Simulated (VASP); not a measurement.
# KCl, self-consistent run: which settings are enough?

KCl, Fm-3m (no. 225), 2 atoms in the cell. PBE; PAW potentials K_sv, Cl (PBE set). VASP 6.6.1.

Wanted: energy within 0.2 meV/atom; levels at the zone centre within 0.003 eV.

What the run is for: comparing ways to start; Accuracy asked: tight.

Levels at the zone centre: counted from the valence top at that point.

POSCAR:
```
KCl
1.0
    0.0000000000      3.1464700000      3.1464700000
    3.1464700000      0.0000000000      3.1464700000
    3.1464700000      3.1464700000      0.0000000000
K Cl
1 1
Direct
    0.0000000000      0.0000000000      0.0000000000
    0.5000000000      0.5000000000      0.5000000000
```

## How the run starts (with a second run first, the time holds both)

| How the run starts (with a second run first, the time holds both) | Energy less reference (meV/atom) | Levels at the zone centre, largest deviation (eV) | Time (s) |
|---|---|---|---|
| from scratch: 13 SCF iterations | 0.00 | 0.0000 | 11 |
| density of a coarse mesh (ICHARG 1): 13 + 7 SCF iterations | 0.00 | 0.0003 | 11 |
| orbitals of a lower cutoff (ISTART 1): 13 + 6 SCF iterations | 0.00 | 0.0000 | 11 |
| orbitals of a loose run: 9 + 4 SCF iterations | 0.00 | 0.0003 | 8.5 |

Chosen: from scratch: 13 SCF iterations; no other choice that stays within half of the tolerance saves 30 % of the time.

The chosen settings are those of the reference run.

Values of the reference run: Levels at the zone centre: 0, 0, 5.186 eV from the valence top at Gamma.

## The input

INCAR:
```
SYSTEM = KCl
GGA = PE
ISMEAR = 0
SIGMA = 0.03
LWAVE = .False.
LCHARG = .False.
ISIF = 2
PREC = Accurate
LASPH = .True.
LREAL = .False.
ALGO = Normal
EDIFF = 1E-6
NELM = 120
GGA_COMPAT = .False.
ENCUT = 400
EFERMI = MIDGAP
```

KPOINTS:
```
k-points
0
Gamma
  7 7 7
```

Commands:
```
cat potpaw_PBE.64/K_sv/POTCAR potpaw_PBE.64/Cl/POTCAR > POTCAR
mpirun -np 1 vasp_std > vasp.out
```

The chosen input took VASP 6.6.1 11 s on 1 core (Intel Xeon Platinum 8259CL @ 2.50GHz (Skylake/Cascade Lake)), a shared host.

## An input that fails: restart asked without its files

VASP's message: ERROR: charge density could not be read from file CHGCAR for ICHARG>10.

Changes against the starting input:
```
- NELM = 120
+ NELM = 60
+ ICHARG = 11
```
